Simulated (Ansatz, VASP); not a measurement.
KCl: VASP beside Ansatz

```
K Cl
1.0
     3.66331    0.00000    0.00000
     0.00000    3.66331    0.00000
     0.00000    0.00000    3.77117
K Cl
1 1
Direct
  0.00000 0.00000 0.00000
  0.50000 0.50000 0.50000
```

Change from the starting cell: biaxial_xy strain -2.9%.

Alike in both runs: task single point; functional PBE; k mesh 8 × 8 × 8; occupations fermi-dirac, width 0.02 eV; no spin polarisation.

|  | VASP | Ansatz |
| --- | --- | --- |
| version | VASP 6.6.1 | Ansatz 0.2.0 |
| potentials or method | VASP PAW PBE potentials, release 64 (K_sv, Cl) | plane waves, PAW |
| plane-wave cutoff (eV) | 520 | 420 |
| valence electrons in the cell | 16 | 16 |

```csv
,VASP,Ansatz,Ansatz less VASP
gap on the k mesh at the Fermi level (eV),5.24,5.24,+0.002
pressure (GPa),2.7,2.6,-0.04
largest component of the traceless stress (GPa),0.94,0.94,+0.003
```

The functional is the same, so the differences come from potentials, cutoffs and numerics.

A k mesh can miss the band edges.
